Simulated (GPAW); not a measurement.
# PbS (P-6m2) in GPAW: further runs

One crystal, PbS, is run at these levels: LDA, PBE, PBEsol; tasks: band structure, equation of state.

Program: GPAW 26.7.0. These are calculated values, not measurements. Logs are shortened: lines on timing, memory, paths and dates and some standing lists are left out, and cuts for length are marked. The log counts tension as positive stress, the text compression.

## Step 1: The structure

The structure is hexagonal, space group P-6m2 (No. 187). Conventional cell: a = 4.090 Å, b = 4.090 Å, c = 3.788 Å, α = 90.00°, β = 90.00°, γ = 120.00°. Around Pb (site symmetry -6m2) lie 6 S at 3.03 Å. S (site symmetry -6m2) has 6 Pb at 3.03 Å as nearest neighbours.

Measurements of this composition are mostly on another form, of space group No. 225.

## Step 2: Band structure, LDA

File run.py:

```python
from ase import Atoms
from ase.dft.bandgap import bandgap
from ase.io import write
from ase.units import GPa
from gpaw import GPAW, PW

atoms = Atoms(['Pb', 'S'],
              cell=[[4.0896976867, 0.0, 0.0],
                    [-2.0448488433, 3.5417820905, 0.0],
                    [0.0, 0.0, 3.788167]],
              scaled_positions=[[0.0, 0.0, 0.0],
                                [0.6666666667, 0.3333333333, 0.5]],
              pbc=True)

calc = GPAW(mode=PW(600),
            xc='LDA',
            kpts={'size': (6, 6, 6), 'gamma': True},
            occupations={'name': 'fermi-dirac', 'width': 0.05},
            nbands=19,
            convergence={'density': 1e-05, 'energy': 1e-05},
            maxiter=150,
            txt='gpaw.txt')
atoms.calc = calc
energy = atoms.get_potential_energy()
forces = atoms.get_forces()
stress = atoms.get_stress()
calc.write('gs.gpw')
write('result.traj', atoms)
print(f'Energy: {energy:.6f} eV')
print('Forces (eV/A):')
print(forces.round(4))
print('Stress (GPa):', (stress / GPa).round(3))
print('Fermi level:', round(calc.get_fermi_level(), 4), 'eV')
print(f'Gap: {bandgap(calc)[0]:.4f} eV, direct: {bandgap(calc, direct=True)[0]:.4f} eV')

path = atoms.cell.bandpath('GMKGALHA,LM,KH', npoints=60, eps=1e-4)
bs_calc = calc.fixed_density(kpts=path, symmetry='off', nbands=31,
                             convergence={'bands': 'CBM+6.0', 'eigenstates': 1e-6}, txt='bands.txt')
bs = bs_calc.band_structure()
bs.write('bs.json')
print(f'Gap on the path: {bandgap(bs_calc)[0]:.4f} eV')
```

Potentials or basis: the program's PAW data sets (release 1.2.1) made for this functional, pw.

Launch:

```sh
OMP_NUM_THREADS=1 python run.py
```

gpaw.txt:

```text
__  _  _
 | _ |_)|_||  |
 |__||  | ||/\| - 26.7.0

Input parameters:
  mode=PW(ecut=600.0),
  convergence={'density': 1e-05, 'energy': 1e-05},
  kpts=MonkhorstPack(size=(6, 6, 6), gamma=True),
  maxiter=150,
  nbands=19,
  occupations=Occupations(name='fermi-dirac', width=0.05),
  xc=XC(name='LDA')

Diagonalizing LCAO Hamiltonian
Converting LCAO to pw mode

             S

       Pb

Atoms  # Å, Bohr magnetons
|   | symbol |        x |        y |        z |    initial magnetic moments |
|---|--------|----------|----------|----------|-----------------------------|
| 0 |     Pb | 0.000000 | 0.000000 | 0.000000 | ( 0.0000,  0.0000,  0.0000) |
| 1 |      S | 2.044849 | 1.180594 | 1.894084 | ( 0.0000,  0.0000,  0.0000) |

Unit cell  # Å
| periodic |         x |        y |        z |  lengths |     angles |
|----------|-----------|----------|----------|----------|------------|
|      yes |  4.089698 | 0.000000 | 0.000000 | 4.089698 |  90.000000 |
|      yes | -2.044849 | 3.541782 | 0.000000 | 4.089698 |  90.000000 |
|      yes |  0.000000 | 0.000000 | 3.788167 | 3.788167 | 120.000000 |

Number of symmetries: 12
Symmetry operations  # r_c * U_cc + t_c -> r_c
|    | kind |            matrix            |
|----|------|------------------------------|
|  0 |  σ   |  1, 1, 0,  0,-1, 0,  0, 0, 1 |
|  1 |  C2  |  1, 1, 0,  0,-1, 0,  0, 0,-1 |
|  2 |  E   |  1, 0, 0,  0, 1, 0,  0, 0, 1 |
|  3 |  σ   |  1, 0, 0,  0, 1, 0,  0, 0,-1 |
|  4 |  C3  |  0, 1, 0, -1,-1, 0,  0, 0, 1 |
|  5 |  S3  |  0, 1, 0, -1,-1, 0,  0, 0,-1 |
|  6 |  σ   |  0,-1, 0, -1, 0, 0,  0, 0, 1 |
|  7 |  C2  |  0,-1, 0, -1, 0, 0,  0, 0,-1 |
|  8 |  σ   | -1, 0, 0,  1, 1, 0,  0, 0, 1 |
|  9 |  C2  | -1, 0, 0,  1, 1, 0,  0, 0,-1 |
| 10 |  C3  | -1,-1, 0,  1, 0, 0,  0, 0, 1 |
| 11 |  S3  | -1,-1, 0,  1, 0, 0,  0, 0,-1 |

BZ-sampling:
  Number of BZ points: 216
  Number of IBZ points: 28

  Monkhorst-Pack size: [6, 6, 6]
  Monkhorst-Pack shift: [0.08333333333333333, 0.08333333333333333, 0.08333333333333333]

K-points  # in reciprocal-cell coordinates
|     |                                coordinates |     weight |
|-----|--------------------------------------------|------------|
|   0 | (  0.00000000,   0.00000000,   0.00000000) | 0.00462963 |
|   1 | (  0.00000000,   0.00000000,   0.16666667) | 0.00925926 |
|   2 | (  0.00000000,   0.00000000,   0.33333333) | 0.00925926 |
|   3 | (  0.00000000,   0.00000000,   0.50000000) | 0.00462963 |
|   4 | (  0.16666667,   0.00000000,   0.00000000) | 0.02777778 |
|   5 | (  0.16666667,   0.00000000,   0.16666667) | 0.05555556 |
|   6 | (  0.16666667,   0.00000000,   0.33333333) | 0.05555556 |
|   7 | (  0.16666667,   0.00000000,   0.50000000) | 0.02777778 |
|   8 | (  0.33333333,  -0.16666667,   0.00000000) | 0.02777778 |
|   9 | (  0.33333333,  -0.16666667,   0.16666667) | 0.05555556 |
| ... |                                            |            |
|  27 | (  0.50000000,   0.50000000,   0.50000000) | 0.01388889 |

Plane wave coefficients: 1864
Cutoff: 600.0 eV

Spin-components: 1 (collinear spins)
Bands:           19
Projectors:      11
Spin-degeneracy: 2
Datatype:        complex128

Parallelization:
  kpt:    1
  domain: 1
  band:   1

Density:
  Valence electrons: 20.0
  Components: 1
  Grid points: [24 24 24]
  Charge: 0.0  # |e|

Potential:
  Grid points: [24 24 24]

species:
  Pb:
    name:    Lead
    Z:       82.0
    valence: 14
    core:    68
    charge:  0.0  # [|e|]
    compensation charges:
      type: gauss
      rc: 0.38  # [Å]
      lmax: 2
    cutoffs:
      filter: 2.36  # [Å]
      core: 2.43  # [Å]
    projectors
    | kind |    occ | energy [eV] | rcut [Å] |
    |------|--------|-------------|----------|
    |   6s |  2.000 |     -12.249 |    1.259 |
    |   6p |  2.000 |      -3.713 |    1.275 |
    |   5d | 10.000 |     -21.326 |    1.217 |
    |    s |        |      14.962 |    1.259 |
    |    p |        |      23.498 |    1.275 |
    |    d |        |       5.885 |    1.217 |

    Using partial waves for Pb as LCAO basis

  S:
    name:    Sulfur
    Z:       16.0
    valence: 6
    core:    10
    charge:  0.0  # [|e|]
    compensation charges:
      type: gauss
      rc: 0.24  # [Å]
      lmax: 2
    cutoffs:
      filter: 1.77  # [Å]
      core: 1.66  # [Å]
    projectors
    | kind |    occ | energy [eV] | rcut [Å] |
    |------|--------|-------------|----------|
    |   3s |  2.000 |     -17.278 |    0.974 |
    |   3p |  4.000 |      -7.106 |    0.979 |
    |    s |        |       9.933 |    0.974 |
    |    p |        |      20.105 |    0.979 |
    |    d |        |       0.000 |    0.900 |

    Using partial waves for S as LCAO basis

Reference energy: -577795.517574  # eV

eigensolver:
  PPCG
  Converge bands: occupied
  niter=2

density mixing:
  MSR1-Mixer
  Pratt-step length: 0.05
  Maximum mixing coefficient: 0.75
  Old densities: 10
  SVD Regularization: 0.005
  Good broyden scale: 1.0
  Trust region scale: 1.0
  Backstep threshold: 4.0
  History deletion threshold: 6.0
  Fourier metric: weight=20.0, sigma=0.015

occupation numbers:
  Fermi-Dirac:
    width: 0.0500  # eV

poisson solver:
  ecut: 4800.0  # eV

xc functional:
  name: None

convergence criteria:
- Maximum integral of absolute [dens]ity change: 1e-05 electrons / valence electron
- Maximum [total energy] change in last 3 cyles: 1e-05 eV / valence electron
- Maximum integral of absolute [eigenst]ate change: 4e-08 eV^2 / valence electron
maximum number of iterations: 150

SCF iterations
|iter     | |      energy | eigst |  dens |
|---------|-|-------------|-------|-------|
|iter:   1| |  -10.466826 | -0.18 |       |
|iter:   2| |  -10.332953 | -1.92 | -1.15 |
|iter:   3| |   -9.944827 | -1.68 | -1.20 |
|iter:   4| |   -9.940156 | -3.70 | -1.82 |
|iter:   5| |   -9.939041 | -4.31 | -2.16 |
|iter:   6| |   -9.939045 | -5.59 | -3.15 |
|iter:   7| |   -9.939047c| -6.44 | -3.57 |
|iter:   8| |   -9.939047c| -7.74c| -4.57 |
|iter:   9| |   -9.939047c| -7.78c| -5.12c|

Converged in 9 steps
Energy contributions relative to reference atoms: (reference = -577795.517574)

Energy contributions:
  Kinetic:           9.653995
  Coulomb:         -11.110474
  Zero:              0.038281
  External:          0.000000
  Xc:               -8.520472
  Entropy:          -0.000755
  Spinorbit:         0.000000
  ----------------------------
  Free energy:      -9.939424
  Extrapolated:     -9.939047

dipole moment: (-7.919867, -15.461849, -16.071063)  # |e|*Ang

Fermi level: 5.321
Eigenvalues  # (at kpt = [0.000, 0.000, 0.000])
| band index |      eig [eV] | occ [0-2] |
|------------|---------------|-----------|
|          0 |       -11.523 |     2.000 |
|        ... |               |           |
|          2 |       -11.500 |     2.000 |
|          3 |       -11.409 |     2.000 |
|          4 |       -11.409 |     2.000 |
|          5 |        -7.872 |     2.000 |
|          6 |        -1.227 |     2.000 |
|          7 |         3.095 |     2.000 |
[... 9 lines left out ...]
|         17 |        16.542 |     0.000 |
|         18 |        16.585 |     0.000 |

No gap
No difference between direct/indirect transitions

Forces  # eV/Ang
|        x |        y |       z |
|----------|----------|---------|
|  0.00000 | -0.00000 | 0.00000 |  # Pb   0
| -0.00000 |  0.00000 | 0.00000 |  # S    1

Stress tensor  # eV/Ang^3
|         x |         y |        z |
|-----------|-----------|----------|
|  0.028296 | -0.000000 | 0.000000 |
| -0.000000 |  0.028296 | 0.000000 |
|  0.000000 |  0.000000 | 0.031169 |

# Writing to gs.gpw (mode='')
```

Run time: 23 s. Hardware: 1 thread of AMD EPYC 9R45 (Zen 5), shared host; peak memory 0.26 GiB.

What came out:

| Quantity | Value |
| --- | --- |
| Free energy | -9.9394 eV |
| Pressure | -4.7 GPa |
| Band gap along the path | none (metal or under the smearing width) |

Levels at the corners of the path, in eV from the Fermi level:
| point | band 6 | band 7 | band 8 | band 9 | band 10 | band 11 | band 12 | band 13 | band 14 |
| --- | --- | --- | --- | --- | --- | --- | --- | --- | --- |
| Γ | -13.19 | -6.55 | -2.23 | -1.73 | -1.73 | 3.27 | 3.27 | 5.12 | 6.27 |
| M | -12.08 | -8.57 | -2.76 | -1.92 | -1.22 | 1.78 | 3.72 | 5.07 | 5.24 |
| K | -11.90 | -8.67 | -4.24 | -1.06 | 0.08 | 1.65 | 3.36 | 3.59 | 8.05 |
| Γ | -13.19 | -6.55 | -2.23 | -1.73 | -1.73 | 3.27 | 3.27 | 5.12 | 6.27 |
| A | -12.06 | -9.08 | -1.13 | -1.13 | -0.03 | 0.66 | 3.66 | 3.66 | 8.06 |
| L | -11.43 | -7.49 | -4.17 | -4.13 | -1.46 | 1.94 | 2.61 | 2.62 | 8.03 |
| H | -11.34 | -7.19 | -4.19 | -4.05 | -2.35 | -0.53 | 4.03 | 5.63 | 7.50 |
| A | -12.06 | -9.08 | -1.13 | -1.13 | -0.03 | 0.66 | 3.66 | 3.66 | 8.06 |
| L | -11.43 | -7.49 | -4.17 | -4.13 | -1.46 | 1.94 | 2.61 | 2.62 | 8.03 |
| M | -12.08 | -8.57 | -2.76 | -1.92 | -1.22 | 1.78 | 3.72 | 5.07 | 5.24 |
| K | -11.90 | -8.67 | -4.24 | -1.06 | 0.08 | 1.65 | 3.36 | 3.59 | 8.05 |
| H | -11.34 | -7.19 | -4.19 | -4.05 | -2.35 | -0.53 | 4.03 | 5.63 | 7.50 |

Caveat: spin-orbit coupling is left out, which moves the levels of the heavy elements.

(Continued in part 2 of 2.)
